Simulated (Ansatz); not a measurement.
Runs of Ansatz 0.2.0 on GaAs. It takes space group F-43m (No. 216, cubic). The conventional cell has a = 5.654 Å, b = 5.654 Å, c = 5.654 Å, α = 90.00°, β = 90.00°, γ = 90.00°. As (site symmetry -43m) is surrounded by 4 Ga at 2.45 Å. Ga (site symmetry -43m) is surrounded by 4 As at 2.45 Å. 

```tsv
task	level	potentials or basis	spin	fixed moment (μB)	cell	k mesh	cutoff (eV)	smearing	other functionals evaluated on the density	basis error allowed	mesh quality	gap on the mesh (eV)	pressure (GPa)
single point	revPBE+D3(BJ)	all-electron LAPW, scalar-relativistic	collinear, random start	1.0	as given	8 × 8 × 8	316	gaussian 0.1 eV	revPBE, BLYP, RPBE	0.001 eV/atom	not flagged	-	5.1
single point	PBE	all-electron LAPW, scalar-relativistic	off	-	as given	5 × 5 × 5	277	fermi-dirac 0.04 eV	-	0.003 eV/atom	not flagged	0.52	3.3
single point	PBE	all-electron LAPW, scalar-relativistic	off	-	as given	4 × 4 × 4	291	fermi-dirac 0.04 eV	-	0.002 eV/atom	coarse	0.51	3.5
elastic constants	PBEsol+D3(BJ)	all-electron PAW datasets made for the crystal	off	-	as given	6 × 6 × 6	220	gaussian 0.1 eV	-	-	not flagged	(a)	(b)
relaxation of cell and atoms	PBE	all-electron LAPW, non-relativistic	off	-	relaxed	8 × 8 × 8	-	fixed	-	0.001 eV/atom	not flagged	0.76	0.0
```

**Question.** Fill in the values left out.

**Answer.** (a) 0.44; (b) -1.9.

Caveats: some runs use coarse meshes; the total moment is fixed, so each spin has its own Fermi level (some runs); the datasets are made anew for each crystal, so energies of different cells compare to about 1 meV per atom (some runs); relativity is left out, which matters for the heavier elements (some runs).

A k mesh can miss the band edges, and the runs leave out spin-orbit coupling on As, Ga.

The runs don't all hold the same shells in valence.
